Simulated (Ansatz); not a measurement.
# Field gradients of CdIn₂O₄ from run to run

Cell of run 1: a COD entry.

```cif
data_CdIn2O4
_symmetry_space_group_name_H-M 'Fd-3m:1'
_symmetry_Int_Tables_number 227
_cell_length_a 9.1660
_cell_length_b 9.1660
_cell_length_c 9.1660
_cell_angle_alpha 90.000
_cell_angle_beta 90.000
_cell_angle_gamma 90.000
loop_
_atom_site_label
_atom_site_type_symbol
_atom_site_symmetry_multiplicity
_atom_site_Wyckoff_symbol
_atom_site_fract_x
_atom_site_fract_y
_atom_site_fract_z
Cd Cd 8 a 0.5000 0.5000 0.0000
In In 16 d 0.1250 0.1250 0.6250
O O 32 e 0.3650 0.3650 0.8650
```

One atom of each set is listed; the run and its k-mesh use a cell of 14 atoms with edges of 6.48, 6.48, 6.48 Å.

Relaxed positions (PBE, cell held):

Cd (0.5000, 0.5000, 0.0000)
In (0.1250, 0.1250, 0.6250)
O (0.3625, 0.3625, 0.8625)

All runs are DFT with Ansatz 0.2.0 (plane waves and PAW, scalar-relativistic unless spin–orbit coupling is named, Γ-centred meshes, Fermi–Dirac smearing where given) in this cell.

Run 1: PBE, atoms as given; 420 eV, 4×4×4 k-points, smearing 0.02 eV.
Run 2: PBE, atoms relaxed; 420 eV, 4×4×4 k-points, smearing 0.02 eV.
Run 3: r2SCAN, at the relaxed atoms; 500 eV, 4×4×4 k-points, smearing 0.02 eV.
Run 4: PBE with spin–orbit coupling, at the relaxed atoms; 420 eV, 4×4×4 k-points, smearing 0.02 eV.

```
run   In V_zz (η)   O V_zz (η)
  1  -3.59 (0.00)  2.07 (0.00)
  2  -4.82 (0.00)  1.78 (0.00)
  3  -4.75 (0.00)  1.48 (0.00)
  4             ?            ?
```

V_zz in 10²¹ V/m²; 2 of the 3 sets of like atoms are followed.

Task: Estimate the row of run 4.

Result: In: -4.80 (0.00); O: 1.79 (0.00). It lies nearest to run 2, from whose tensors on these sites it differs by 0.02 at most (largest principal value of the difference, on In). Taken one at a time, the positions of the atoms (as given or relaxed) move the tensors on these sites by up to 1.23 (largest principal value of the change, on In), the functional (r2SCAN with its higher cutoff) by 0.30 (O), spin–orbit coupling by 0.02 (In).

In run 1 the atoms aren't at the calculated equilibrium (largest force 0.82 eV/Å). The cell isn't the equilibrium one in runs 1, 2, 4 (calculated pressure 6, 7, 7 GPa), and the entry's cell may itself be off.
